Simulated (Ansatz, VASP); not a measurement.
# Cross-check of AlN between VASP and Ansatz

One calculation is typed for both programs; each brings its own data sets and cutoff. How far apart do they land?

Method: plane waves, with VASP 6.6.1 beside it; single point at HSE06, in Ansatz 0.2.0.

### 1. Starting point

It takes space group F-43m (No. 216, cubic). Conventional cell: a = 4.368 Å, b = 4.368 Å, c = 4.368 Å, α = 90.00°, β = 90.00°, γ = 90.00°. Al has 4 N at 1.89 Å nearest. Nearest to N lie 4 Al at 1.89 Å. Farther neighbours and most contacts between anions are not listed.

### 2. Ansatz: single point, HSE06

Ansatz runs on its default PAW (the set named soft_2) files.

A single point gives forces, pressure and levels at one fixed geometry, so differences don't come from the geometry; what else differs is listed under the comparison.

Input file input.yaml:

```yaml
crystal:
  lattice:
    - [0.0, 2.1839935596, 2.1839935596]
    - [2.1839935596, 0.0, 2.1839935596]
    - [2.1839935596, 2.1839935596, 0.0]
  atoms:
    - { symbol: Al, position: [0.0, 0.0, 0.0] }
    - { symbol: "N", position: [0.25, 0.25, 0.25] }
hamiltonian:
  xc: { exchange: pbe, correlation: pbe, exx: { coeff: 0.25, omega: 0.2 } }
  pseudopotentials: { kind: paw }
kpoints:
  mp_grid: { grid: [4, 4, 4] }
scf:
  occupations: { method: gaussian, width: 0.01 }
  n_extra_bands: 4
output:
  forces: true
  stress: true
  eigenvalues: true
```

Launch:

```
ansatz run input.yaml --threads 4 --pin off --max-ram 9216MiB --backend cpu --events-out ev --progress --plain --runs-dir out
```

Numbers of over 12 decimals in the logs are rounded to 6 here.

The log of the run:

```text
Warning: output.stress: scf.convergence.dr2_threshold = 1e-7 eV (the SCF's general default) is looser than the 2e-10 eV advised for a printed stress (1e-10 eV for each atom of the cell: 2). What an SCF threshold leaves in a stress goes as its square root, and in the free energy as the threshold itself, and one threshold admits the most on a small cell: [figures from the program's tests cut] Set scf.convergence.dr2_threshold to 2e-10 eV or tighter. The threshold is an SCF's pass mark: one that does not reach it within its budget of iterations ends unconverged, or closes short of it on a stop that the run arms, and scf.convergence.dr2_threshold's page says what that costs each kind of run
Warning: output.stress: scf.exx.energy_threshold = 1e-6 eV is looser than the 2e-8 eV advised for a stress under a hybrid functional (1e-8 eV for each atom of the cell: 2). Every SCF of the exchange loop can meet its threshold on dr2 while the loop round them stops early: no threshold on dr2 bounds what that leaves in the stress. Set scf.exx.energy_threshold to 2e-8 eV or tighter. The threshold is the loop's pass mark: a loop that does not reach it within its budget of cycles ends unconverged, and scf.exx.energy_threshold's page has the law
scf.n_extra_bands = 4 over 4 filled bands (N_el = 8.0): the run solves 8 bands
exact exchange: scf.exx.singularity resolves to wigner_seitz, which cuts the screened interaction at the faces of the exchange supercell's Wigner-Seitz cell, so that each pair interacts once, at the shortest of its separations (the periodic images that this leaves out come, for a point-like exchange hole, to about 0.002 eV on a filled level). The cut falls within the interaction's reach, and what an exchange supercel [...]
Engine: ansatz 0.2.0, x86_64-unknown-linux-gnu
Pseudopotentials: kind: paw
Pseudopotential: Al, paw, valence charge 3, recommended cutoff 420 eV (normal), Al.paw.azcp
Pseudopotential: N, paw, valence charge 5, recommended cutoff 420 eV (normal), N.paw.azcp
Functional definition: unnamed
  parameter a_1 = 0.25
  parameter omega_1 = 0.2/angstrom
  exchange = pbe_x + (-a_1)*pbe_x_sr(omega_1) + a_1*exact_x_sr(omega_1)
  correlation = pbe_c
Crystal: 2 atoms, lattice volume = 20.835 Å³
Basis set: ecut = 420 eV, 411 PW (Γ), exchange–correlation on 48×48×48 points (8 copies of the dense FFT grid, shifted against one another)
Bands: 8, of which v1, the nominal top of the filled ones, is band 4 counted from 1 (3 counted from 0)
Symmetry: 24 space group operations
Space group: F-43m (ITA 216), of the structure as read, at distance tolerance 2.8e-5 Å
k-points: 8 of 64 (time reversal used)
Non-local potential: Al, projectors of the file, l = 0: 2, l = 1: 2, l = 2: 1
Non-local potential: N, projectors of the file, l = 0: 2, l = 1: 2, l = 2: 1
PAW form: soft (Blöchl's): semilocal exchange-correlation on the pseudo side does not see the compensation charge
PAW frozen core: Al, regenerated for the run's functional, and the local potential with it (the file was generated under x = pbe(κ = 0.804, μ = 0.219515), c = pbe(β = 0.066725))
PAW frozen core: N, regenerated for the run's functional, and the local potential with it (the file was generated under x = pbe(κ = 0.804, μ = 0.219515), c = pbe(β = 0.066725))
PAW one-centre angular grid: Al, 110 points (default); XC on 64 Gauss nodes
PAW one-centre angular grid: N, 110 points (default); XC on 64 Gauss nodes
Initial density: superposition of atomic densities (neutral atoms: chi_scale 0, normalization atom), corrected by the library's trained network
Initial wavefunctions: pseudopotential atomic-orbital guess
Functional: x = pbe(κ = 0.804, μ = 0.219515), c = pbe(β = 0.066725), warm-up for x = pbe(κ = 0.804, μ = 0.219515) + 0.25 (exact − pbe) at short range (hse, ω = 0.2 Å⁻¹), c = pbe(β = 0.066725)
SCF iter   1: F=—  HF=-924.161652 eV  |F-HF|=—  |Δ(HF+E_count)|=         —  Δρ=2.35e-3  dr2=1.20e-3  ethr=1.77e-3  ⟨swp⟩=6.6  Hψ=319  notcnv=0
preconditioner: auto → none  [insulator: Δε(μ)=3.330 eV  Ē_g=15.406 eV  σ=0.010 eV  W_gap=1.00  n_scr=0 (ndim 8)  ℏωp=23.0 eV  f_vac=0.000  D(μ)=0.00/eV (n_scr^D=0)]
SCF iter   2: F=-924.161408 eV  HF=-924.161505 eV  |F-HF|=9.68e-5  |Δ(HF+E_count)|=   1.48e-4  Δρ=1.14e-3  dr2=1.80e-4  ethr=1.50e-5  ⟨swp⟩=4.1  Hψ=203  notcnv=0
SCF 1 stopped early in 2 iterations: F = -924.161408 eV  dr2 = 1.80e-4
  greatest PAW one-centre occupation: 0.787 electrons in one spin orbital (limit 2), on the N atom at site 1 (counted from 0), in its partial waves of l = 0
Initial density: handed on by an earlier stage of this run
Initial wavefunctions: those handed on with the density
Functional: x = pbe(κ = 0.804, μ = 0.219515) + 0.25 (exact − pbe) at short range (hse, ω = 0.2 Å⁻¹), c = pbe(β = 0.066725)
Exchange kernel: α = 0.2500, screened, ω = 0.2000 Å⁻¹, Wigner–Seitz truncation, v(0) = 1020.8783 eV·Å³, q-mesh 4×4×4, nearest image of the exchange supercell L = 12.35 Å, pair-density grid 15×15×15, without the augmentation charges, whose exchange is taken in its separable form by FFT convolution over the k-point mesh (sized by the pseudopotential files, 18×18×18 at the most), smooth part of the exact exchange by density-matrix convolution
Frozen-core exchange: fock
SCF iter   1: F=—  HF=-924.631691 eV  |F-HF|=—  |Δ(HF+E_count)|=         —  Δρ=7.12e-3  dr2=4.77e-3  ethr=2.25e-5  ⟨swp⟩=5.4  Hψ=280  notcnv=0
preconditioner: auto → none  [insulator: Δε(μ)=4.527 eV  Ē_g=17.550 eV  σ=0.010 eV  W_gap=1.00  n_scr=0 (ndim 8)  ℏωp=23.0 eV  f_vac=0.000  D(μ)=0.00/eV (n_scr^D=0)]
SCF iter   2: F=—  HF=-924.629971 eV  |F-HF|=—  |Δ(HF+E_count)|=   1.72e-3  Δρ=2.92e-3  dr2=1.31e-3  ethr=2.25e-5  ⟨swp⟩=2.1  Hψ=129  notcnv=0
iter 3 solved again at ethr=9.41e-7 eV; its pass at ethr=1.09e-5 eV (dr2=7.53e-5 eV) is discarded
SCF iter   3: F=—  HF=-924.629608 eV  |F-HF|=—  |Δ(HF+E_count)|=   3.63e-4  Δρ=7.06e-4  dr2=3.30e-4  ethr=9.41e-7  ⟨swp⟩=2.6  Hψ=254  notcnv=0
SCF iter   4: F=—  HF=-924.632028 eV  |F-HF|=—  |Δ(HF+E_count)|=   2.42e-3  Δρ=5.02e-4  dr2=4.84e-5  ethr=9.41e-7  ⟨swp⟩=4.0  Hψ=196  notcnv=0
SCF iter   5: F=—  HF=-924.632017 eV  |F-HF|=—  |Δ(HF+E_count)|=   1.12e-5  Δρ=4.95e-5  dr2=5.71e-6  ethr=5.51e-7  ⟨swp⟩=2.0  Hψ=97  notcnv=0
SCF iter   6: F=—  HF=-924.632047 eV  |F-HF|=—  |Δ(HF+E_count)|=   3.00e-5  Δρ=9.83e-5  dr2=2.89e-6  ethr=5.40e-9  ⟨swp⟩=4.0  Hψ=162  notcnv=0
SCF iter   7: F=-924.632046 eV  HF=-924.632046 eV  |F-HF|=4.46e-7  |Δ(HF+E_count)|=   8.37e-7  Δρ=8.76e-6  dr2=2.55e-7  ethr=5.40e-9  ⟨swp⟩=3.6  Hψ=134  notcnv=0
SCF 2 stopped early in 7 iterations: F = -924.632046 eV  dr2 = 2.55e-7
hybrid outer 1: dexx = +2.773e-3 eV, tail = 3.05e-6 eV
Exchange kernel: α = 0.2500, screened, ω = 0.2000 Å⁻¹, Wigner–Seitz truncation, v(0) = 1020.8783 eV·Å³, q-mesh 4×4×4, nearest image of the exchange supercell L = 12.35 Å, pair-density grid 15×15×15, without the augmentation charges, whose exchange is taken in its separable form by FFT convolution over the k-point mesh (sized by the pseudopotential files, 18×18×18 at the most), smooth part of the exact exchange by density-matrix convolution
Frozen-core exchange: fock
SCF iter   1: F=—  HF=-924.632045 eV  |F-HF|=—  |Δ(HF+E_count)|=         —  Δρ=1.90e-5  dr2=2.34e-8  ethr=1.91e-7  ⟨swp⟩=3.1  Hψ=161  notcnv=0
preconditioner: auto → none  [insulator: Δε(μ)=4.572 eV  Ē_g=17.561 eV  σ=0.010 eV  W_gap=1.00  n_scr=0 (ndim 8)  ℏωp=23.0 eV  f_vac=0.000  D(μ)=0.00/eV (n_scr^D=0)]
SCF iter   2: F=-924.632045 eV  HF=-924.632045 eV  |F-HF|=2.32e-9  |Δ(HF+E_count)|=   2.79e-8  Δρ=7.30e-6  dr2=9.02e-9  ethr=2.45e-10  ⟨swp⟩=4.0  Hψ=154  notcnv=0
SCF 3 converged in 2 iterations: F = -924.632045 eV  dr2 = 9.02e-9
  Residual-converged pass: ⟨swp⟩=2.8  Hψ=105  notcnv=0  max |occ|·‖R‖ = 2.4e-6 eV (tolerance 2.4e-6 eV)  dr2=9.05e-9  dr2_onsite=1.13e-9  max |Δocc| = 0.0e0
hybrid outer 2: dexx = +2.971e-8 eV, tail = 2.09e-8 eV, Δε = 7.09e-4 eV (about 6.31e-5 eV left of the loop's levels)
hybrid SCF converged: 2 outer / 9 inner (+2 warm-up), last move |dexx| = 2.97e-8 eV, tail = 2.09e-8 eV
Stability not checked: this state was not tested for a lower state beside it, because the functional holds exact exchange (a hybrid, or Hartree-Fock), whose exchange loop this test does not read (fock_operator; see scf.lower_state_search)
Free energy (F): -924.632046 eV
Frozen-core exchange: fock
Harris-Foulkes:  -924.632046 eV  (|F-HF|=2.32e-9)
Internal energy: -924.632046 eV  (E = F + TS)
E sigma→0 (E₀):  -924.632046 eV
Fermi energy:    8.325070 eV
--- Per-component energies (eV) ---
  E_band       = 4.173748
  E_kinetic    = 160.184082
  E_local      = -222.641323  (includes V_loc(G=0)·N_el)
  E_nonlocal   = 54.263808
  E_hartree    = 77.695560
  E_xc         = -82.481109
  E_vxc        = -86.840972  (∫ρ·V_xc dr)
  E_exx        = -18.058704  (= α·E_x^exact, valence–valence)
  E_paw        = -596.923849  (= ΣΔE_a)
  E_vpaw       = -20.065108  (= ΣTr[D̂ρ^β])
  E_aug_tail   = 0.000097  (compensation charges beyond the density's cutoff)
  E_ewald      = -296.603555
  E_core_change = -0.067052  (= ΣΔE_core)
  E_smearing   = -0.000000  (= −TS)
  E_closure    = 0.000000  (closes the sum)
  Σ components = -924.632046   (vs F -924.632046, Δ=-1.14e-13)
--- Forces (eV/Å), atoms counted from 1 ---
  atom   1  Al     0.00000000    -0.00000000     0.00000000
  atom   2  N     -0.00000000     0.00000000    -0.00000000
  max |Σ_I F_I| component: 2.59e-16 eV/Å
--- Stress (GPa, compression-positive) ---
       -0.315343      -0.000000       0.000000
       -0.000000      -0.315343       0.000000
       -0.000000       0.000000      -0.315343
  P = ⅓ Tr σ = -0.3153 GPa (-3.153 kbar)
--- Band table (eV; the first three rows and the last of 8) ---
  k-point 0: bands = ["-10.3900", "6.0392", "6.0392", "6.0392", "11.6370", "20.3512", "20.3512", "20.3512"]
  k-point 1: bands = ["-9.4839", "2.5517", "5.7633", "5.7633", "14.0228", "18.7689", "20.0736", "20.0736"]
  k-point 2: bands = ["-8.2183", "-0.2766", "5.5161", "5.5161", "14.9604", "17.6978", "18.8020", "18.8020"]
  k-point 7: bands = ["-7.4853", "1.9723", "2.3217", "3.1916", "13.4845", "19.1341", "19.7694", "20.2029"]
```

Elapsed: 1.4 s, on 4 threads of Intel Xeon Platinum 8488C (Sapphire Rapids), shared host; peak memory 0.47 GiB.

In the SCF lines HF is the Harris–Foulkes energy and dr2 the Hartree energy of the density residual, in eV; the loop may stop once dr2 is under the threshold and the program's other checks hold. Hψ counts applications of the Hamiltonian.

The run ends at a pressure of -0.32 GPa.

### 3. VASP: single point, HSE06

The same cell, functional, mesh and smearing now go to VASP, with its own data sets and cutoff.

Lines of VASP's logs that name or quote its potential files are left out, and so is its time.

The run reads the wave functions of an earlier VASP run, which isn't shown here.

Input file INCAR:

```
SYSTEM = AlN
PREC = Accurate
ENCUT = 450
EDIFF = 1E-08
NELM = 100
ISMEAR = 0
SIGMA = 0.01
LREAL = .FALSE.
ALGO = Normal
LHFCALC = .TRUE.
AEXX = 0.25
GGA = PE
HFSCREEN = 0.2
LASPH = .TRUE.
NBANDS = 10
PRECFOCK = Fast
LORBIT = 11
LWAVE = .TRUE.
LCHARG = .FALSE.
KPAR = 8
```

Input file POSCAR:

```
AlN
1.0
    0.0000000000      2.1839935596      2.1839935596
    2.1839935596      0.0000000000      2.1839935596
    2.1839935596      2.1839935596      0.0000000000
Al N
1 1
Direct
    0.0000000000      0.0000000000      0.0000000000
    0.2500000000      0.2500000000      0.2500000000
```

Input file KPOINTS:

```
Automatic mesh
0
Gamma
4 4 4
0 0 0
```

Potentials, in the order of the species: Al_GW and N_GW (PBE family, release 64).

Launch:

```
mpirun -np 8 vasp_std
```

The log of the run:

```text
[banner, memory and clock lines left out]
running    8 mpi-ranks, on    1 nodes
 distrk:  each k-point on    1 cores,    8 groups
 distr:  one band on    1 cores,    1 groups

 POSCAR found type information on POSCAR AlN
 POSCAR found :  2 types and       2 ions
|                                                                             |
|           W    W    AA    RRRRR   N    N  II  N    N   GGGG   !!!           |
|           W    W   A  A   R    R  NN   N  II  NN   N  G    G  !!!           |
|           W    W  A    A  R    R  N N  N  II  N N  N  G       !!!           |
|           W WW W  AAAAAA  RRRRR   N  N N  II  N  N N  G  GGG   !            |
|           WW  WW  A    A  R   R   N   NN  II  N   NN  G    G                |
|           W    W  A    A  R    R  N    N  II  N    N   GGGG   !!!           |
|                                                                             |
|     For optimal performance we recommend to set                             |
|       NCORE = 2 up to number-of-cores-per-socket                            |
|     NCORE specifies how many cores store one orbital (NPAR=cpu/NCORE).      |
|     This setting can greatly improve the performance of VASP for DFT.       |
|     The default, NCORE=1 might be grossly inefficient on modern             |
|     multi-core architectures or massively parallel machines. Do your        |
|     Unfortunately you need to use the default for GW and RPA                |
|     calculations (for HF NCORE is supported but not extensively tested      |
|     yet).                                                                   |
|                                                                             |

 LDA part: xc-table for (Slater+PW92), standard interpolation
 found WAVECAR, reading the header
 POSCAR, INCAR and KPOINTS ok, starting setup
 FFT: planning ... GRIDC
 FFT: planning ... GRID_SOFT
 FFT: planning ... GRID
 reading WAVECAR
 the WAVECAR file was read successfully
 initial charge from wavefunction
 entering main loop
       N       E                     dE             d eps       ncg     rms          rms(c)
DAV:   1    -0.173995997332E+02   -0.17400E+02   -0.32043E-01   162   0.585E+00    0.341E-01
DAV:   2    -0.174010645228E+02   -0.14648E-02   -0.26651E-03   196   0.405E-01    0.223E-01
DAV:   3    -0.174005207555E+02    0.54377E-03   -0.14860E-04   184   0.144E-01    0.131E-01
DAV:   4    -0.174003293342E+02    0.19142E-03   -0.67287E-05   180   0.994E-02    0.765E-02
DAV:   5    -0.174002661665E+02    0.63168E-04   -0.24456E-05   188   0.620E-02    0.447E-02
DAV:   6    -0.174002453747E+02    0.20792E-04   -0.79263E-06   180   0.386E-02    0.260E-02
DAV:   7    -0.174002389710E+02    0.64037E-05   -0.26232E-06   192   0.229E-02    0.150E-02
DAV:   8    -0.174002367334E+02    0.22376E-05   -0.89871E-07   184   0.133E-02    0.875E-03
DAV:   9    -0.174002359384E+02    0.79499E-06   -0.30827E-07   200   0.764E-03    0.514E-03
DAV:  10    -0.174002355715E+02    0.36693E-06   -0.10603E-07   184   0.444E-03    0.304E-03
DAV:  11    -0.174002354666E+02    0.10492E-06   -0.36625E-08   170   0.264E-03    0.180E-03
DAV:  12    -0.174002353851E+02    0.81421E-07   -0.12259E-08    88   0.157E-03    0.108E-03
DAV:  13    -0.174002353689E+02    0.16273E-07   -0.54680E-09    86   0.937E-04    0.644E-04
DAV:  14    -0.174002353805E+02   -0.11648E-07   -0.19705E-09    86   0.511E-04    0.390E-04
DAV:  15    -0.174002354013E+02   -0.20766E-07   -0.67523E-10    86   0.289E-04    0.239E-04
DAV:  16    -0.174002354133E+02   -0.12046E-07   -0.22295E-10    86   0.172E-04    0.147E-04
DAV:  17    -0.174002354172E+02   -0.38807E-08   -0.85526E-11    86   0.108E-04
   1 F= -.17400235E+02 E0= -.17400235E+02  d E =-.411705E-27
 writing wavefunctions
```

From OUTCAR (step 3):

```text
ion  position               nearest neighbor table
   1  0.000  0.000  0.000-   2 1.89   2 1.89   2 1.89   2 1.89
   2  0.250  0.250  0.250-   1 1.89   1 1.89   1 1.89   1 1.89

  LATTYP: Found a face centered cubic cell.
 ALAT       =     4.3679871192

 Subroutine GETGRP returns: Found 24 space group operations
 (whereof 24 operations were pure point group operations)

The static configuration has the point symmetry T_d .

 Found      8 irreducible k-points:

   k-points           NKPTS =      8   k-points in BZ     NKDIM =     64   number of bands    NBANDS=     10

   dimension x,y,z NGX =    24 NGY =   24 NGZ =   24
   dimension x,y,z NGXF=    48 NGYF=   48 NGZF=   48

   ENCUT  =  450.0 eV  33.07 Ry    5.75 a.u.   5.34  5.34  5.34*2*pi/ulx,y,z

   NELECT =       8.0000    total number of electrons

 k-points in reciprocal lattice and weights: Automatic mesh
   0.00000000  0.00000000  0.00000000       0.016
   0.25000000  0.00000000  0.00000000       0.125
   0.50000000  0.00000000  0.00000000       0.062
   0.25000000  0.25000000  0.00000000       0.094
   0.50000000  0.25000000  0.00000000       0.375
  -0.25000000  0.25000000  0.00000000       0.188
   0.50000000  0.50000000  0.00000000       0.047
  -0.25000000  0.50000000  0.25000000       0.094

  exchange ACFDT corr.  =         0.00000000  see jH, gK, PRB 81, 115126

 average (electrostatic) potential at core
       1 -46.0526       2 -54.8626

 E-fermi :   4.0898

 k-point     1 :       0.0000    0.0000    0.0000
  band No.  band energies     occupation
      1     -12.4396      2.00000
      2       4.0157      2.00000
      3       4.0157      2.00000
      4       4.0157      2.00000
      5       9.6119      0.00000
      6      18.2745      0.00000
      7      18.2745      0.00000
      8      18.2745      0.00000
      9      23.5463      0.00000
    ...

 k-point     2 :       0.2500    0.0000    0.0000
  band No.  band energies     occupation
      1     -11.5322      2.00000
      2       0.5180      2.00000
      3       3.7360      2.00000
      4       3.7360      2.00000
      5      11.9905      0.00000
      6      16.7148      0.00000
      7      18.0290      0.00000
      8      18.0290      0.00000
      9      22.0903      0.00000
    ...

 k-point     3 :       0.5000    0.0000    0.0000
  band No.  band energies     occupation
      1     -10.2633      2.00000
      2      -2.3202      2.00000
      3       3.4857      2.00000
      4       3.4857      2.00000
      5      12.9167      0.00000
      6      15.6758      0.00000
      7      16.7698      0.00000
      8      16.7698      0.00000
      9      23.9279      0.00000
    ...

  energy-cutoff  :      450.00
  volume of cell :       20.83
      direct lattice vectors                 reciprocal lattice vectors
     0.000000000  2.183993560  2.183993560    -0.228938404  0.228938404  0.228938404
     2.183993560  0.000000000  2.183993560     0.228938404 -0.228938404  0.228938404
     2.183993560  2.183993560  0.000000000     0.228938404  0.228938404 -0.228938404

 POSITION                                       TOTAL-FORCE (eV/Angst)
 -----------------------------------------------------------------------------------
      0.00000      0.00000      0.00000        -0.000000     -0.000000     -0.000000
      1.09200      1.09200      1.09200         0.000000      0.000000      0.000000
 -----------------------------------------------------------------------------------
    total drift:                               -0.000001      0.000000     -0.000000

  FREE ENERGIE OF THE ION-ELECTRON SYSTEM (eV)
  ---------------------------------------------------
  free  energy   TOTEN  =       -17.4002354172 eV

  energy  without entropy=      -17.4002354172  energy(sigma->0) =      -17.40023542

 total charge
# of ion       s       p       d       tot
------------------------------------------
    1        0.432   0.564   0.221   1.217
    2        1.187   2.585   0.000   3.772
--------------------------------------------------
tot          1.620   3.148   0.221   4.989

[... 3 further parts left out ...]
```

### 4. Comparison

Known differences besides the potentials themselves: exact exchange at q = 0 is treated differently, which shows on coarse meshes; VASP keeps PBE cores, Ansatz makes them for the functional; the cutoff is 420 eV in Ansatz and 450 eV in VASP; VASP takes a coarser grid for exact exchange (PRECFOCK = Fast). Total energies have different zeros and are not compared.

Both answers:

| quantity | Ansatz | VASP | difference |
| --- | --- | --- | --- |
| gap on the k mesh (eV) | 4.572 | 4.567 | +0.004 |

A gap on the mesh is an upper bound, since the band edges may lie between its points.

### 5. Results

```json
{
  "difference in gap on the k mesh (single point, HSE06)": "0.0044 eV"
}
```

**Reading.** The difference in gap on the k mesh is 0.0044 eV (single point, HSE06), within the 0.08 eV picked in this series as the mark of a large difference. Such differences can come from data sets, numerical settings and the points named under the comparisons, not from the functional's error against experiment.

[Lines on the potential files, build, host, timing and source positions are cut from VASP's logs without a mark.]

[Logs are printed without paths, hosts, clocks, repeated set-up lines and the standing remarks that a program may print on its own settings, such as how far it seeks lower states.]

[Hosts, paths, dates, database ids (printed as entryN), source tags and the programs' standing remarks are cut or masked in the printed files.]
